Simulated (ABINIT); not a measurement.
# Fe (P6_3/mmc) in ABINIT: convergence with smearing width

Aim: find how far smearing width must go before the results for Fe settle, at PBEsol. This setting moves, with any that are tied to it; all else stays.

Everything below comes from runs of ABINIT 10.8.3 (patched build). Logs are shortened: lines on timing, memory, paths and dates and some standing lists are left out, and cuts for length are marked. The log counts tension as positive stress, the text compression.

### Step 1. The structure

The structure is hexagonal, space group P6_3/mmc (No. 194). The conventional cell has a = 2.434 Å, b = 2.434 Å, c = 3.842 Å, α = 90.00°, β = 90.00°, γ = 120.00°. Fe (site symmetry -6m2) has 12 Fe at 2.38 to 2.43 Å as nearest neighbours.

This isn't the form of Fe at room conditions, which is bcc.

### Step 2. With smearing width 0.272 eV

Contents of run.abi:

```
pp_dirpath "./"
pseudos "Fe.GGA_PBE-JTH.xml"

acell 3*1.0
rprim
     4.5998911804     0.0000000000     0.0000000000
    -2.2999455903     3.9836226169     0.0000000000
     0.0000000000     0.0000000000     7.2602039371
ntypat 1
znucl 26
natom 2
typat 1 1
xred
     0.6666666667     0.3333333333     0.7500000000
     0.3333333333     0.6666666667     0.2500000000

ecut 26.0
pawecutdg 48.0
pawxcdev 0

kptopt 1
ngkpt 10 10 6
nshiftk 1
shiftk 0.0 0.0 0.0

ixc -116133

nband 22
occopt 6
tsmear 0.00999582

nsppol 2
spinat
     0.0000000000     0.0000000000     3.0000000000
     0.0000000000     0.0000000000     3.0000000000

nstep 100
tolvrs 1.0e-9

iomode 3
prtwf 0
prtden 0
prteig 0
prtebands 0
```

Potentials or basis: JTH PAW PBE v2.0.

Launch:

```sh
abinit run.abi > log 2>&1
```

run.abo:

```text
.Version 10.8.3 of ABINIT
 Symmetries : space group P6_3/m m c (#194); Bravais hP (primitive hexag.)
================================================================================
 Values of the parameters that define the memory need of the present run
     intxc =       0    ionmov =       0      iscf =      17    lmnmax =      18
     lnmax =       6     mgfft =      36  mpssoang =       3    mqgrid =    3001
     natom =       2  nloc_mem =       2    nspden =       2   nspinor =       1
    nsppol =       2      nsym =      24    n1xccc =       1    ntypat =       1
    occopt =       6   xclevel =       2
       mpw =         855          nfft =       20736          nkpt =          56
 PAW method is used; the additional fine FFT grid is defined by:
   mgfftf=        48    nfftf =     43200
================================================================================
================================================================================

--------------------------------------------------------------------------------
------------- Echo of variables that govern the present computation ------------
--------------------------------------------------------------------------------
 -outvars: echo values of preprocessed input variables --------
            acell      1.0000000000E+00  1.0000000000E+00  1.0000000000E+00 Bohr
              amu      5.58470000E+01
             ecut      2.60000000E+01 Hartree
                       outvar_i_n : Printing only first  50 k-points.
              ixc     -116133
                       outvar_i_n : Printing only first  50 k-points.
         kptrlatt       10    0    0      0   10    0      0    0    6
          kptrlen      4.35612236E+01
            natom           2
            nband          22
            ngfft          24      24      36
          ngfftdg          30      30      48
             nkpt          56
           nspden           2
           nsppol           2
            nstep         100
             nsym          24
           ntypat           1
                       prtocc : prtvol=0, do not print more k-points.
                       1.000000  1.000000  1.000000  1.000000  1.000000  1.000000
                       1.000000  1.000000  1.000000  1.000000  1.000000  1.000000
                       1.000000  1.000000  1.000000  1.000000  0.000000  0.000000
                       0.000000  0.000000  0.000000  0.000000
                       1.000000  1.000000  1.000000  1.000000  1.000000  1.000000
                       1.000000  1.000000  1.000000  1.000000  1.000000  1.000000
                       1.000000  1.000000  1.000000  1.000000  0.000000  0.000000
                       0.000000  0.000000  0.000000  0.000000
                       1.000000  1.000000  1.000000  1.000000  1.000000  1.000000
                       1.000000  1.000000  1.000000  1.000000  1.000000  1.000000
                       1.000000  1.000000  1.000000  1.000000  0.000000  0.000000
                       0.000000  0.000000  0.000000  0.000000
                       1.000000  1.000000  1.000000  1.000000  1.000000  1.000000
                       1.000000  1.000000  1.000000  1.000000  1.000000  1.000000
                       1.000000  1.000000  1.000000  1.000000  0.000000  0.000000
                       0.000000  0.000000  0.000000  0.000000
                       1.000000  1.000000  1.000000  1.000000  1.000000  1.000000
[... 168 lines left out ...]
                       1.000000  1.000000  1.000000  1.000000  1.000000  1.000000
                       1.000000  1.000000  1.000000  1.000000  0.000000  0.000000
                       0.000000  0.000000  0.000000  0.000000
                       1.000000  1.000000  1.000000  1.000000  1.000000  1.000000
                       1.000000  1.000000  1.000000  1.000000  1.000000  1.000000
                       1.000000  1.000000  1.000000  1.000000  0.000000  0.000000
                       0.000000  0.000000  0.000000  0.000000
                       1.000000  1.000000  1.000000  1.000000  1.000000  1.000000
                       1.000000  1.000000  1.000000  1.000000  1.000000  1.000000
                       1.000000  1.000000  1.000000  1.000000  0.000000  0.000000
                       0.000000  0.000000  0.000000  0.000000
                       1.000000  1.000000  1.000000  1.000000  1.000000  1.000000
                       1.000000  1.000000  1.000000  1.000000  1.000000  1.000000
[... 157 lines left out ...]
       0.333333333333      0.666666666667      0.250000000000
 rms dE/dt=  1.3894E-27; max dE/dt=  3.3658E-27; dE/dt below (all hartree)
    1       0.000000000000      0.000000000000      0.000000000000
    2      -0.000000000000      0.000000000000      0.000000000000

 cartesian coordinates (angstrom) at end:
    1      1.21707879180737     0.70268076809038     2.88145085056136
    2     -0.00000000003528     1.40536153618075     0.96048361685379

 cartesian forces (hartree/bohr) at end:
    1     -0.00000000000000    -0.00000000000000    -0.00000000000000
    2      0.00000000000000     0.00000000000000    -0.00000000000000
 frms,max,avg= 2.3066741E-28 3.9710817E-28   0.000E+00  0.000E+00  0.000E+00 h/b

 cartesian forces (eV/Angstrom) at end:
    1     -0.00000000000000    -0.00000000000000    -0.00000000000000
    2      0.00000000000000     0.00000000000000    -0.00000000000000
 frms,max,avg= 1.1861395E-26 2.0420123E-26   0.000E+00  0.000E+00  0.000E+00 e/A
 length scales=  1.000000000000  1.000000000000  1.000000000000 bohr
              =  0.529177210544  0.529177210544  0.529177210544 angstroms
 Fermi (or HOMO) energy (hartree) =   0.40245   Average Vxc (hartree)=  -0.50292
 Magnetization (Bohr magneton)=  5.02021160E-06
 Total spin up =  1.59999975E+01   Total spin down =  1.60000025E+01
 Eigenvalues (hartree) for nkpt=  56  k points, SPIN UP:
 kpt#   1, nband= 22, wtk=  0.00167, kpt=  0.0000  0.0000  0.0000 (reduced coord)
  -2.79618   -2.79037   -1.56553   -1.54263   -1.54263   -1.53860   -1.53860   -1.53830
   0.06372    0.21196    0.33834    0.33834    0.34360    0.35664    0.35664    0.36958
   0.36958    0.41692    0.43047    0.43047    0.73659    1.20332
      occupation numbers for kpt#   1
   1.00000    1.00000    1.00000    1.00000    1.00000    1.00000    1.00000    1.00000
   1.00000    1.00000    1.00000    1.00000    1.00000    1.00000    1.00000    1.00002
   1.00002   -0.02990   -0.00027   -0.00027    0.00000    0.00000
 prteigrs : prtvol=0 or 1, do not print more k-points.

 Eigenvalues (hartree) for nkpt=  56  k points, SPIN DOWN:
 kpt#   1, nband= 22, wtk=  0.00167, kpt=  0.0000  0.0000  0.0000 (reduced coord)
  -2.79618   -2.79037   -1.56553   -1.54263   -1.54263   -1.53860   -1.53860   -1.53830
   0.06372    0.21196    0.33834    0.33834    0.34360    0.35664    0.35664    0.36958
   0.36958    0.41692    0.43047    0.43047    0.73659    1.20332
      occupation numbers for kpt#   1
   1.00000    1.00000    1.00000    1.00000    1.00000    1.00000    1.00000    1.00000
   1.00000    1.00000    1.00000    1.00000    1.00000    1.00000    1.00000    1.00002
   1.00002   -0.02990   -0.00027   -0.00027    0.00000    0.00000
 prteigrs : prtvol=0 or 1, do not print more k-points.

--- !EnergyTerms
iteration_state     : {dtset: 1, }
comment             : Components of total free energy in Hartree
kinetic             :  2.47558748813539E+01
hartree             :  4.24773208927915E+01
xc                  : -6.94568937833976E+00
Ewald energy        : -1.82448244008533E+02
psp_core            :  1.49515625186497E+01
local_psp           : -1.18799235063818E+02
PAW spherical_terms : -2.27112939025823E+01
internal            : -2.48719704060478E+02
'-kT*entropy'       : -3.21013002512981E-04
total_energy        : -2.48720025073480E+02
total_energy_eV     : -6.76801666938456E+03
...

--- !EnergyTermsDC
iteration_state     : {dtset: 1, }
comment             : '"Double-counting" decomposition of free energy'
band_energy         : -2.48855427469482E+01
Ewald energy        : -1.82448244008533E+02
psp_core            :  1.49515625186497E+01
xc_dc               : -4.03368254526544E+01
PAW spherical_terms : -1.60006522130416E+01
internal            : -2.48719701902527E+02
'-kT*entropy'       : -3.21013002512981E-04
total_energy_dc     : -2.48720022915530E+02
total_energy_dc_eV  : -6.76801661066373E+03
...

--- !EnergyTermsWithPAWCore
iteration_state     : {dtset: 1, }
comment             : 'Components of total free energy, including PAW core contributions'
Total energy        : -2.54324654388128E+03
Total energy DC     : -2.54324654172333E+03
Total energy (eV)   : -6.92052640243098E+04
Total energy DC (eV): -6.92052639655890E+04
...

 Cartesian components of stress tensor (hartree/bohr^3)
  sigma(1 1)=  3.11494399E-05  sigma(3 2)=  0.00000000E+00
  sigma(2 2)=  3.11494382E-05  sigma(3 1)=  0.00000000E+00
  sigma(3 3)=  7.11440792E-05  sigma(2 1)=  2.82199222E-12

-Cartesian components of stress tensor (GPa)         [Pressure= -1.3087E+00 GPa]
- sigma(1 1)=  9.16448161E-01  sigma(3 2)=  0.00000000E+00
- sigma(2 2)=  9.16448112E-01  sigma(3 1)=  0.00000000E+00
- sigma(3 3)=  2.09313108E+00  sigma(2 1)=  8.30258777E-08

== END DATASET(S) ==============================================================
================================================================================

 -outvars: echo values of variables after computation  --------
            acell      1.0000000000E+00  1.0000000000E+00  1.0000000000E+00 Bohr
           etotal     -2.4872002292E+02
            fcart     -4.3902862876E-29 -3.9710816529E-28 -0.0000000000E+00
                       4.3902862876E-29  3.9710816529E-28 -0.0000000000E+00
            rprim      4.5998911804E+00  0.0000000000E+00  0.0000000000E+00
                      -2.2999455903E+00  3.9836226169E+00  0.0000000000E+00
                       0.0000000000E+00  0.0000000000E+00  7.2602039371E+00
           strten      3.1149439878E-05  3.1149438207E-05  7.1144079197E-05
                       0.0000000000E+00  0.0000000000E+00  2.8219922241E-12
           xangst      1.2170787918E+00  7.0268076809E-01  2.8814508506E+00
                      -3.5277984248E-11  1.4053615362E+00  9.6048361685E-01
             xred      6.6666666667E-01  3.3333333333E-01  7.5000000000E-01
                       3.3333333333E-01  6.6666666667E-01  2.5000000000E-01
 Calculation completed.
```

Run time: 1.7 min. Hardware: 1 thread of Arm Neoverse V2, shared host; peak memory 0.15 GiB.

What came out:

```
Free energy                                           : -6768.0166 eV
Pressure                                              : -1.3 GPa
Band gap on the k mesh                                : none (metal or under the smearing width)
Net moment                                            : 0.00 μB per cell
Valence electrons inside the program's atomic spheres : Fe 14.61 (radii [1.1194] Å)
```

### Step 3. With smearing width 0.2 eV

run.abi: that of step 2 with these lines changed.

```diff
@@ -29,3 +29,3 @@
 occopt 6
-tsmear 0.00999582
+tsmear 0.00734986
```

Potentials or basis: JTH PAW PBE v2.0.

Launch:

```sh
abinit run.abi > log 2>&1
```

Wall time 1.8 min (1 thread of Arm Neoverse V2, shared host); peak memory 0.15 GiB.

It converged, with:

```yaml
Free_energy: -6768.0145 eV
Pressure: -1.4 GPa
Band_gap_on_the_k_mesh: none (metal or under the smearing width)
Net_moment: 0.00 μB per cell
Valence_electrons_inside_the_program's_atomic_spheres: Fe 14.61 (radii [1.1194] Å)
```

### Step 4. With smearing width 0.136 eV

run.abi: that of step 3 with these lines changed.

```diff
@@ -29,3 +29,3 @@
 occopt 6
-tsmear 0.00734986
+tsmear 0.00499791
```

Launch:

```sh
abinit run.abi > log 2>&1
```

Run time: 1.9 min. Hardware: 1 thread of Arm Neoverse V2, shared host; peak memory 0.15 GiB.

It converged, with:

| Quantity | Value |
| --- | --- |
| Free energy | -6768.0138 eV |
| Pressure | -1.4 GPa |
| Band gap on the k mesh | none (metal or under the smearing width) |
| Net moment | 0.00 μB per cell |
| Valence electrons inside the program's atomic spheres | Fe 14.61 (radii [1.1194] Å) |

### Step 5. With smearing width 0.1 eV

run.abi: that of step 4 with these lines changed.

```diff
@@ -29,3 +29,3 @@
 occopt 6
-tsmear 0.00499791
+tsmear 0.00367493
```

Launch:

```sh
abinit run.abi > log 2>&1
```

Run time: 2.1 min. Hardware: 1 thread of Arm Neoverse V2, shared host; peak memory 0.15 GiB.

The run converged. Its results:

| Property | Result |
| --- | --- |
| Free energy | -6768.0136 eV |
| Pressure | -1.4 GPa |
| Band gap on the k mesh | none (metal or under the smearing width) |
| Net moment | 0.00 μB per cell |
| Valence electrons inside the program's atomic spheres | Fe 14.61 (radii [1.1194] Å) |

### Step 6. With smearing width 0.05 eV

run.abi: that of step 5 with these lines changed.

```diff
@@ -29,3 +29,3 @@
 occopt 6
-tsmear 0.00367493
+tsmear 0.00183747
```

Potentials or basis: JTH PAW PBE v2.0.

Launch:

```sh
abinit run.abi > log 2>&1
```

It took 2.5 min on 1 thread of Arm Neoverse V2, shared host; peak memory 0.15 GiB.

The run converged. Its results:

```yaml
Free_energy: -6768.0127 eV
Pressure: -1.4 GPa
Band_gap_on_the_k_mesh: none (metal or under the smearing width)
Net_moment: 0.00 μB per cell
Valence_electrons_inside_the_program's_atomic_spheres: Fe 14.61 (radii [1.1194] Å)
```

### Step 7. With smearing width 0.025 eV

run.abi: that of step 6 with these lines changed.

```diff
@@ -29,3 +29,3 @@
 occopt 6
-tsmear 0.00183747
+tsmear 0.00091873
```

Launch:

```sh
abinit run.abi > log 2>&1
```

It took 2 min on 1 thread of Arm Neoverse V2, shared host; peak memory 0.15 GiB.

The run converged. Its results:

```
Free energy                                           : -6768.0128 eV
Pressure                                              : -1.4 GPa
Band gap on the k mesh                                : none (metal or under the smearing width)
Net moment                                            : 0.12 μB per cell
Site moments                                          : Fe +0.06 μB
Valence electrons inside the program's atomic spheres : Fe 14.61 (radii [1.1194] Å)
```

### Step 8. With smearing width 0.01 eV

run.abi: that of step 7 with these lines changed.

```diff
@@ -29,3 +29,3 @@
 occopt 6
-tsmear 0.00091873
+tsmear 0.00036749
```

Launch:

```sh
abinit run.abi > log 2>&1
```

Run time: 2 min. Hardware: 1 thread of Arm Neoverse V2, shared host; peak memory 0.15 GiB.

The run converged. Its results:

- Free energy: -6768.0127 eV
- Pressure: -1.4 GPa
- Band gap on the k mesh: none (metal or under the smearing width)
- Net moment: 0.12 μB per cell
- Site moments: Fe +0.06 μB
- Valence electrons inside the program's atomic spheres: Fe 14.61 (radii [1.1194] Å)

### Step 9. Result

```tsv
smearing width	energy less the tightest run (meV/atom)	pressure (GPa)	largest site moment (μB)	SCF cycles	CPU time (s)	peak memory (GiB)
0.272 eV	-1.95	-1.31	0.00	21	100	0.15
0.2 eV	-0.91	-1.36	0.00	22	110	0.15
0.136 eV	-0.53	-1.41	0.00	23	110	0.15
0.1 eV	-0.45	-1.41	0.00	26	130	0.15
0.05 eV	0.00	-1.40	0.00	31	150	0.15
0.025 eV	-0.04	-1.40	0.06	24	120	0.15
0.01 eV	0.00	-1.41	0.06	25	120	0.15
```

Against the tightest run, the energy stays within 1 meV/atom from 0.2 eV on; the pressure stays within 0.1 GPa from 0.2 eV on; the largest site moment stays within 0.02 μB from 0.025 eV on. Narrower smearing needs a denser k mesh, so at a fixed mesh the narrowest width isn't the most accurate. The tightest run that finished is the yardstick and may itself not be fully converged.

Caveats: the PAW data sets were made with another functional, which shifts forces and pressure a little.
